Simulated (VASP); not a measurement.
V2O5:

```xyz
14
Lattice="3.5508 0.0000 0.0000 0.0000 11.6802 0.0000 0.0000 0.0000 4.2514" Properties=species:S:1:pos:R:3 pbc="T T T"
V     0.0000    9.9530    0.4664
V     0.0000    1.7272    0.4664
V     1.7754    4.1129    3.7850
V     1.7754    7.5673    3.7850
O     0.0000    9.9716    2.0656
O     0.0000    1.7086    2.0656
O     1.7754    4.1315    2.1857
O     1.7754    7.5486    2.1857
O     0.0000    7.9614    4.2388
O     0.0000    3.7187    4.2388
O     1.7754    2.1213    0.0125
O     1.7754    9.5588    0.0125
O     0.0000    0.0000    0.0275
O     1.7754    5.8401    4.2239
```

Program: VASP 6.6.1. Alike in all runs: level PBEsol; potentials or basis VASP PAW PBE potentials, release 64 (V_sv, O); no spin polarisation; cell as given; cutoff (eV) 520; smearing gaussian 0.03 eV. Hardware: 4 MPI ranks on Intel(R) Xeon(R) 6975P-C (Granite Rapids), with other jobs on the host.

Task: Order these runs on this cell by their wall time, lowest first.
A. task dielectric tensor; k mesh 8 × 4 × 8; monkhorst-Pack mesh yes; mesh quality not flagged
B. task band structure; k mesh 4 × 1 × 4; mesh quality coarse
C. task optical spectrum; k mesh 8 × 4 × 6; mesh quality not flagged

Result: B (32 s), C (260 s), A (700 s).

Caveats: some runs use coarse meshes; spectra need much finer meshes, so this one isn't converged (some runs); independent-particle spectra lack excitons (some runs).
